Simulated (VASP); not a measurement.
# CdTe (F-43m) in VASP: notebook, part 2 of 2

VASP 6.6.1.

## 3. Atomic charges, PBE

Input file INCAR:

```
SYSTEM = CdTe
  ALGO = Fast
  EDIFF = 1E-7
  ENCUT = 520
  GGA = PE
  ISIF = 2
  ISMEAR = 0
  LASPH = .True.
  LCHARG = .True.
  LELF = .True.
  LORBIT = 10
  LREAL = .False.
  LVHAR = .True.
  LWAVE = .False.
  NELM = 80
  PREC = Accurate
  SIGMA = 0.02
```

Input file KPOINTS:

```
k-points
0
Gamma
  7 7 7
  0 0 0
```

Input file POSCAR:

```
CdTe
1.0
    0.0000000000      3.2050000000      3.2050000000
    3.2050000000      0.0000000000      3.2050000000
    3.2050000000      3.2050000000      0.0000000000
Te Cd
1 1
Direct
    0.7500000000      0.7500000000      0.7500000000
    0.0000000000      0.0000000000      0.0000000000
```

Potentials or basis: VASP PAW PBE potentials, release 64 (Te, Cd).

On the command line:

```
$ cat potpaw_PBE.64/Te/POTCAR potpaw_PBE.64/Cd/POTCAR > POTCAR
$ mpirun -np 1 vasp_std > vasp.out
```

OUTCAR:

```text
SYSTEM = CdTe
   EDIFF = 1E-7
   ENCUT = 520
   GGA = PE
   ISIF = 2
   ISMEAR = 0
   LASPH = .True.
   LORBIT = 10
   LREAL = .False.
   NELM = 80
   PREC = Accurate

 ion  position               nearest neighbor table
   1  0.750  0.750  0.750-   2 2.78   2 2.78   2 2.78   2 2.78
   2  0.000  0.000  0.000-   1 2.78   1 2.78   1 2.78   1 2.78

  LATTYP: Found a face centered cubic cell.
 ALAT       =     6.4100000000

  Lattice vectors:

 A1 = (   0.0000000000,   3.2050000000,   3.2050000000)
 A2 = (   3.2050000000,   0.0000000000,   3.2050000000)
 A3 = (   3.2050000000,   3.2050000000,   0.0000000000)

Analysis of symmetry for initial positions (statically):
=====================================================================
 Subroutine PRICEL returns:
 Original cell was already a primitive cell.

 Routine SETGRP: Setting up the symmetry group for a
 face centered cubic supercell.

 Subroutine GETGRP returns: Found 24 space group operations
 (whereof 24 operations were pure point group operations)
 out of a pool of 48 trial point group operations.

The static configuration has the point symmetry T_d .

Analysis of symmetry for dynamics (positions and initial velocities):
=====================================================================
 Subroutine PRICEL returns:
 Original cell was already a primitive cell.

 Routine SETGRP: Setting up the symmetry group for a
 face centered cubic supercell.

 Subroutine GETGRP returns: Found 24 space group operations
 (whereof 24 operations were pure point group operations)
 out of a pool of 48 trial point group operations.

The dynamic configuration has the point symmetry T_d .

 Subroutine INISYM returns: Found 24 space group operations
 (whereof 24 operations are pure point group operations),
 and found     1 'primitive' translations

----------------------------------------------------------------------------------------

                                     Primitive cell

  volume of cell :      65.8437

  direct lattice vectors                    reciprocal lattice vectors
     0.000000000  3.205000000  3.205000000    -0.156006240  0.156006240  0.156006240
     3.205000000  0.000000000  3.205000000     0.156006240 -0.156006240  0.156006240
     3.205000000  3.205000000  0.000000000     0.156006240  0.156006240 -0.156006240

  length of vectors
     4.532554467  4.532554467  4.532554467     0.270210734  0.270210734  0.270210734

  position of ions in fractional coordinates (direct lattice)
     0.750000000  0.750000000  0.750000000
     0.000000000  0.000000000  0.000000000

  ion indices of the primitive-cell ions
   primitive index   ion index
                 1           1
                 2           2

----------------------------------------------------------------------------------------

 KPOINTS: k-points

Automatic generation of k-mesh.
 Grid dimensions read from file:
 generate k-points for:    7    7    7

 Generating k-lattice:

  Cartesian coordinates                     Fractional coordinates (reciprocal lattice)
    -0.022286606  0.022286606  0.022286606     0.142857143  0.000000000  0.000000000
     0.022286606 -0.022286606  0.022286606     0.000000000  0.142857143  0.000000000
     0.022286606  0.022286606 -0.022286606     0.000000000  0.000000000  0.142857143

  Length of vectors
[... 42 lines left out ...]
   ISTART =      0    job   : 0-new  1-cont  2-samecut
   ICHARG =      2    charge: 1-file 2-atom 10-const
   ISPIN  =      1    spin polarized calculation?
   LNONCOLLINEAR =      F non collinear calculations
   LSORBIT =      F    spin-orbit coupling
   LASPH  =      T    aspherical Exc in radial PAW
   ENCUT  =  520.0 eV  38.22 Ry    6.18 a.u.   8.43  8.43  8.43*2*pi/ulx,y,z
   NELM   =     80;   NELMIN=  2; NELMDL= -5     # of ELM steps
   EDIFF  = 0.1E-06   stopping-criterion for ELM
   LREAL  =      F    real-space projection
   EDIFFG = 0.1E-05   stopping-criterion for IOM
   NSW    =      0    number of steps for IOM
   IBRION =     -1    ionic relax: 0-MD 1-quasi-New 2-CG
   NFREE  =      0    steps in history (QN), initial steepest desc. (CG)
   ISIF   =      2    stress and relaxation
   ISYM   =      2    0-nonsym 1-usesym 2-fastsym
   POTIM  = 0.5000    time-step for ionic-motion
   TEBEG  =    0.0;   TEEND  =   0.0 temperature during run
   PSTRESS=    0.0 pullay stress
   NELECT =      18.0000    total number of electrons
   NUPDOWN=      -1.0000    fix difference up-down
   EMIN   =  10.00;   EMAX   =-10.00  energy-range for DOS
   EFERMI =   0.00;   METHOD = LEGACY
   ISMEAR =     0;   SIGMA  =   0.02  broadening in eV -4-tet -1-fermi 0-gaus
   EFERMI_NEDOS =   21; number of points for ismear=-14 and -15
   IALGO  =     68    algorithm
   IMIX   =      4    mixing-type and parameters
     AMIX     =   0.40;   BMIX     =  1.00
     AMIX_MAG =   1.60;   BMIX_MAG =  1.00
  volume/ion in A,a.u.               =      32.92       222.17
  Fermi-wavevector in a.u.,A,eV,Ry     =   1.062497  2.007828 15.359610  1.128899
  Thomas-Fermi vector in A             =   2.197950
   LORBIT       =     10    0 simple, 1 ext, 2 COOP (PROOUT), +10 PAW based schemes
   GGA     = PE    functional components
   LHFCALC =     F    Hartree Fock is set to
   AEXX    =    0.0000 exact exchange contribution
   IVDW    =     0    specifies the selected vdW correction
   LEPSILON=     F    determine dielectric tensor
   LRPA    =     F    only Hartree local field effects (RPA)
 non-spin polarized calculation
 RMM-DIIS sequential band-by-band and
 Gauss-broadening in eV      SIGMA  =   0.02
  energy-cutoff  :      520.00
  volume of cell :       65.84
 maximum number of plane-waves:      1807
 NGX is ok and might be reduce to    36
   NGX = 17   NGY = 17   NGZ = 17

 number of electron      17.9999995 magnetization

 Free energy of the ion-electron system (eV)
  ---------------------------------------------------
  ext. energy  EPLUGINS =         0.00000000
  ---------------------------------------------------
  free energy    TOTEN  =        -4.72525176 eV

  energy without entropy =       -4.72525176  energy(sigma->0) =       -4.72525176

 E-fermi :   2.7949     XC(G=0):  -8.7315

 val. band max:        2.6555356641   @ k =   0.0000   0.0000   0.0000
 cond. band min:       3.5285452511   @ k =   0.0000   0.0000   0.0000
 fundamental gap:      0.8730095870
 Fermi energy:         2.7948851647

 k-point     1 :       0.0000    0.0000    0.0000
  band No.  band energies     occupation
      1      -8.7129      2.00000
      2      -5.7524      2.00000
      3      -5.7524      2.00000
      4      -5.7524      2.00000
      5      -5.4666      2.00000
      6      -5.4666      2.00000
      7       2.6555      2.00000
      8       2.6555      2.00000
      9       2.6555      2.00000
     10       3.5285      0.00000
     11       7.2318      0.00000
     12       7.2318      0.00000
     13       7.2318      0.00000
[... 290 lines left out ...]
  band No.  band energies     occupation
      1      -8.1668      2.00000
      2      -5.6272      2.00000
      3      -5.6110      2.00000
      4      -5.5016      2.00000
      5      -5.4636      2.00000
      6      -4.8688      2.00000
      7      -1.6806      2.00000
      8      -0.0075      2.00000
      9       0.7216      2.00000
     10       6.3715      0.00000
     11       7.5128      0.00000
     12       8.6094      0.00000
     13       9.3878      0.00000

------------------------ aborting loop because EDIFF is reached ----------------------------------------

  FORCE on cell =-STRESS in cart. coord.  units (eV):
  Direction    XX          YY          ZZ          XY          YZ          ZX
  --------------------------------------------------------------------------------------
  -------------------------------------------------------------------------------------
  Total        1.8082578      1.8082578      1.8082578     -0.0000000     -0.0000000     -0.0000000
  in kB       44.0004221     44.0004221     44.0004221     -0.0000000     -0.0000000     -0.0000000
  external PRESSURE =      44.0004221 kB  Pullay stress =       0.0000000 kB

 VOLUME and BASIS-vectors are now :
 -----------------------------------------------------------------------------
  energy-cutoff  :      520.00
  volume of cell :       65.84
      direct lattice vectors                 reciprocal lattice vectors
     0.000000000  3.205000000  3.205000000    -0.156006240  0.156006240  0.156006240
     3.205000000  0.000000000  3.205000000     0.156006240 -0.156006240  0.156006240
     3.205000000  3.205000000  0.000000000     0.156006240  0.156006240 -0.156006240

 POSITION                                       TOTAL-FORCE (eV/Angst)
 -----------------------------------------------------------------------------------
      4.80750      4.80750      4.80750        -0.000000     -0.000000     -0.000000
      0.00000      0.00000      0.00000         0.000000      0.000000      0.000000
 -----------------------------------------------------------------------------------
    total drift:                                0.000000      0.000000      0.000000

  FREE ENERGIE OF THE ION-ELECTRON SYSTEM (eV)
  ---------------------------------------------------
  free  energy   TOTEN  =        -4.7252517609 eV

  energy  without entropy=       -4.7252517609  energy(sigma->0) =       -4.72525176

 total charge

# of ion       s       p       d       tot
------------------------------------------
    1        1.349   2.079   0.024   3.451
    2        0.476   0.337   9.530  10.343
--------------------------------------------------
tot          1.825   2.416   9.554  13.795
```

Wall time 20 s (1 thread of Intel Xeon Platinum 8488C (Sapphire Rapids), shared host); peak memory 0.2 GiB.

What came out:

| Item | Value |
| --- | --- |
| Free energy | -4.7253 eV |
| Pressure | 4.4 GPa |
| Band gap on the k mesh | 0.87 eV, direct |
| Valence electrons inside the program's atomic spheres | Te 3.45; Cd 10.34 |

Caveat: spin-orbit coupling is left out, which moves the levels of the heavy elements.

## 4. Electron localisation function, PBE

Input file INCAR:

```
ALGO = Fast
EDIFF = 1E-7
ENCUT = 520
GGA = PE
ISIF = 2
ISMEAR = 0
LASPH = True
LCHARG = True
LELF = True
LREAL = False
LWAVE = False
NELM = 100
PREC = Accurate
SIGMA = 0.02
```

Input file KPOINTS:

```
k-points
0
Gamma
  7 7 7
```

POSCAR is that of step 3.

On the command line:

```
$ cat potpaw_PBE.64/Te/POTCAR potpaw_PBE.64/Cd/POTCAR > POTCAR
$ mpirun -np 1 vasp_std > vasp.out
```

It took 26 s on 1 thread of Intel Xeon Platinum 8488C (Sapphire Rapids), shared host; peak memory 0.2 GiB.

The run converged. Its results:

```
Free energy            : -4.7253 eV
Pressure               : 4.4 GPa
Band gap on the k mesh : 0.87 eV, direct
```

Levels at points of the mesh, in eV from the valence-band top:
```csv
k point,band 5,band 6,band 7,band 8,band 9,band 10,band 11,band 12,band 13
"(0.00, 0.00, 0.00)",-8.12,-8.12,0.00,0.00,0.00,0.87,4.58,4.58,4.58
```

Caveat: spin-orbit coupling is left out, which moves the levels of the heavy elements.

## 5. Single point, HSE06, spin-orbit coupling, no magnetisation

POSCAR is that of step 4.

Input file INCAR.step1:

```
PREC = Accurate
ENCUT = 520
EDIFF = 1E-5
ISMEAR = 0
SIGMA = 0.02
LREAL = F
LASPH = T
NELM = 80
ALGO = Normal
ISIF = 2
LWAVE = T
LCHARG = F
MAGMOM = 0 0 0 0 0 0
LORBIT = 11
LSORBIT = T
GGA_COMPAT = F
GGA = PE
KPAR = 4
```

Input file INCAR.step2:

```
PREC = Accurate
ENCUT = 520
EDIFF = 1E-7
ISMEAR = 0
SIGMA = 0.02
LREAL = F
LASPH = T
NELM = 80
ALGO = Normal
ISIF = 2
LWAVE = F
LCHARG = F
MAGMOM = 0 0 0 0 0 0
LORBIT = 11
LSORBIT = T
GGA_COMPAT = F
GGA = PE
LHFCALC = T
HFSCREEN = 0.2
PRECFOCK = Fast
ISTART = 1
KPAR = 4
```

Input file KPOINTS:

```
Automatic mesh
0
Gamma
  6 6 6
```

Potentials or basis: VASP PAW PBE potentials, release 64 (Te, Cd).

On the command line:

```
$ cat potpaw_PBE.64/Te/POTCAR potpaw_PBE.64/Cd/POTCAR > POTCAR
$ cp INCAR.step1 INCAR
$ mpirun -np 4 vasp_ncl > vasp.out
$ cp INCAR.step2 INCAR
$ mpirun -np 4 vasp_ncl > vasp.out
```

OUTCAR:

```text
PREC = Accurate
   ENCUT = 520
   EDIFF = 1E-7
   ISMEAR = 0
   LREAL = F
   LASPH = T
   NELM = 80
   ISIF = 2
   LORBIT = 11
   LSORBIT = T
   GGA = PE
   LHFCALC = T
   HFSCREEN = 0.2
   PRECFOCK = Fast
   ISTART = 1

 ion  position               nearest neighbor table
   1  0.750  0.750  0.750-   2 2.78   2 2.78   2 2.78   2 2.78
   2  0.000  0.000  0.000-   1 2.78   1 2.78   1 2.78   1 2.78

  LATTYP: Found a face centered cubic cell.
 ALAT       =     6.4100000000

  Lattice vectors:

 A1 = (   0.0000000000,   3.2050000000,   3.2050000000)
 A2 = (   3.2050000000,   0.0000000000,   3.2050000000)
 A3 = (   3.2050000000,   3.2050000000,   0.0000000000)

Analysis of symmetry for initial positions (statically):
=====================================================================
 Subroutine PRICEL returns:
 Original cell was already a primitive cell.

 Routine SETGRP: Setting up the symmetry group for a
 face centered cubic supercell.

 Subroutine GETGRP returns: Found 24 space group operations
[... 883 lines left out ...]
     0.0000000     0.0000000     0.0000000     0.0000000     0.0000000     0.0000000     0.0000000
     0.0000000     0.0000000     0.0000000     0.0000000     0.0000000     0.0000000     0.0000000
     0.0000000     0.0000000     0.0000000     0.0000000     0.0000000     0.0000000     0.0000000
     0.0000000     0.0000000     0.0000000     0.0000000     0.0000000     0.0000000     0.0000000
     0.0000000     0.0000000     0.0000000     0.0000000     0.0000000     0.0000000     0.0000000
     0.0000000     0.0000000     0.0000000     0.0000000     0.0000000     0.0000000     0.0000000

 Ion:    2  E_soc:     -0.0586372
 l=   1
     0.0000000    -0.0029575    -0.0029575
    -0.0029575     0.0000000    -0.0029575
    -0.0029575    -0.0029575     0.0000000
 l=   2
     0.0000000    -0.0013859     0.0000000    -0.0013859    -0.0054295
    -0.0013859     0.0000000    -0.0040721    -0.0013859    -0.0013574
     0.0000000    -0.0040721     0.0000000    -0.0040721     0.0000000
    -0.0013859    -0.0013859    -0.0040721     0.0000000    -0.0013574
    -0.0054295    -0.0013574     0.0000000    -0.0013574     0.0000000
 l=   3
     0.0000000     0.0000000     0.0000000     0.0000000     0.0000000     0.0000000     0.0000000
     0.0000000     0.0000000     0.0000000     0.0000000     0.0000000     0.0000000     0.0000000
     0.0000000     0.0000000     0.0000000     0.0000000     0.0000000     0.0000000     0.0000000
     0.0000000     0.0000000     0.0000000     0.0000000     0.0000000     0.0000000     0.0000000
     0.0000000     0.0000000     0.0000000     0.0000000     0.0000000     0.0000000     0.0000000
     0.0000000     0.0000000     0.0000000     0.0000000     0.0000000     0.0000000     0.0000000
     0.0000000     0.0000000     0.0000000     0.0000000     0.0000000     0.0000000     0.0000000

 total charge

# of ion       s       p       d       tot
------------------------------------------
    1        1.308   2.248   0.022   3.578
    2        0.450   0.333   9.574  10.357
--------------------------------------------------
tot          1.758   2.582   9.596  13.935

 magnetization (x)

# of ion       s       p       d       tot
------------------------------------------
    1        0.000   0.000  -0.000   0.000
    2        0.000  -0.000  -0.000  -0.000
--------------------------------------------------
tot          0.000  -0.000  -0.000  -0.000

 magnetization (y)

# of ion       s       p       d       tot
------------------------------------------
    1        0.000   0.000  -0.000  -0.000
    2        0.000   0.000  -0.000  -0.000
--------------------------------------------------
tot          0.000   0.000  -0.000  -0.000

 magnetization (z)

# of ion       s       p       d       tot
------------------------------------------
    1       -0.000  -0.000   0.000  -0.000
    2        0.000   0.000   0.000   0.000
--------------------------------------------------
tot         -0.000   0.000   0.000   0.000
```

It took 48 min on 4 MPI ranks of Intel Xeon 6975P-C (Granite Rapids), shared host; peak memory 0.53 GiB.

Results:

- Free energy: -6.1268 eV
- Pressure: 3.3 GPa
- Valence electrons inside the program's atomic spheres: Te 3.58; Cd 10.36

Caveat: the PAW data sets were made with another functional, which shifts forces and pressure a little.

## 6. Single point, LDA

Input file INCAR:

```
SYSTEM = CdTe
PREC = Accurate ; ENCUT = 520
EDIFF = 1E-6 ; ISMEAR = 0
SIGMA = 0.05 ; LREAL = .False.
LASPH = .True. ; NELM = 80
ALGO = Normal ; ISIF = 2
LWAVE = .False. ; LCHARG = .False.
```

Input file KPOINTS:

```
regular mesh
0
Gamma
  7 7 7
  0 0 0
```

Edit POSCAR of step 5 so:

```diff
@@ -7,4 +7,4 @@
 1 1
-Direct
-    0.7500000000      0.7500000000      0.7500000000
+Cartesian
+    4.8075000000      4.8075000000      4.8075000000
     0.0000000000      0.0000000000      0.0000000000
```

Potentials or basis: VASP PAW LDA potentials, release 64 (Te, Cd).

On the command line:

```
$ cat potpaw_LDA.64/Te/POTCAR potpaw_LDA.64/Cd/POTCAR > POTCAR
$ mpirun -np 1 vasp_std > vasp.out
```

It took 10 s on 1 thread of Intel Xeon Platinum 8488C (Sapphire Rapids), shared host; peak memory 0.17 GiB.

The run converged. Its results:

| Property | Result |
| --- | --- |
| Free energy | -6.0491 eV |
| Pressure | 0.2 GPa |
| Band gap on the k mesh | 0.65 eV, direct |

Levels at points of the mesh, in eV from the valence-band top:
```tsv
k point	band 5	band 6	band 7	band 8	band 9	band 10	band 11	band 12	band 13
(0.00, 0.00, 0.00)	-8.12	-8.12	0.00	0.00	0.00	0.65	4.48	4.48	4.48
```

Caveat: spin-orbit coupling is left out, which moves the levels of the heavy elements.

## 7. For comparison

An earlier run on the cell as given: functional PBEsol; potentials or basis VASP PAW PBE potentials, release 64 (Te, Cd); cutoff 520 eV; k mesh 7 × 7 × 7; occupations fermi-dirac, width 0.05 eV; no spin polarisation.

- Pressure: 1.9 GPa
- Band gap on the k mesh: 0.76 eV, direct

## 8. Summary

```csv
task,level,potentials or basis,spin,k mesh,smearing,ladder,grid for exact exchange (PRECFOCK),screening parameter,gap on the mesh (eV),pressure (GPa)
atomic charges,PBE,"VASP PAW PBE potentials, release 64 (Te, Cd)",off,7 × 7 × 7,gaussian 0.02 eV,-,-,-,0.87,4.4
electron localisation function,PBE,"VASP PAW PBE potentials, release 64 (Te, Cd)",off,7 × 7 × 7,gaussian 0.02 eV,-,-,-,0.87,4.4
single point,HSE06,"VASP PAW PBE potentials, release 64 (Te, Cd)","SOC, no magnetisation",6 × 6 × 6,gaussian 0.02 eV,gaps,Fast,0.2 1/A,-,3.3
single point,LDA,"VASP PAW LDA potentials, release 64 (Te, Cd)",off,7 × 7 × 7,gaussian 0.05 eV,-,-,-,0.65,0.2
single point,PBEsol,"VASP PAW PBE potentials, release 64 (Te, Cd)",off,7 × 7 × 7,fermi-dirac 0.05 eV,free,-,-,0.76,1.9
```

Alike in all rows: cell as given; cutoff (eV) 520.

Caveats: spin-orbit coupling is left out, which moves the levels of the heavy elements (some runs); the PAW data sets were made with another functional, which shifts forces and pressure a little (some runs).

Total energies depend on the potentials used, so only differences within one code and one set of settings carry meaning.

## 9. Comparison with measurements

Step 3. Against the measured gap of CdTe, 1.607 eV (0 K; a printed reference work, data compilation), the calculated 0.87 eV is off by -0.73 eV. Spin-orbit coupling on Cd, Te is left out. The value is that of PBE, without temperature or zero-point motion. Semilocal functionals fall short of measured gaps as a rule.

Step 4. Against the measured gap of CdTe, 1.607 eV (0 K; a printed reference work, data compilation), the calculated 0.87 eV is off by -0.73 eV. Spin-orbit coupling on Cd, Te is left out. The value is that of PBE, without temperature or zero-point motion. Semilocal functionals fall short of measured gaps as a rule.

Step 6. Against the measured gap of CdTe, 1.607 eV (0 K; a printed reference work, data compilation), the calculated 0.65 eV is off by -0.95 eV. Spin-orbit coupling on Cd, Te is left out. The value is that of LDA, without temperature or zero-point motion. Semilocal functionals fall short of measured gaps as a rule.
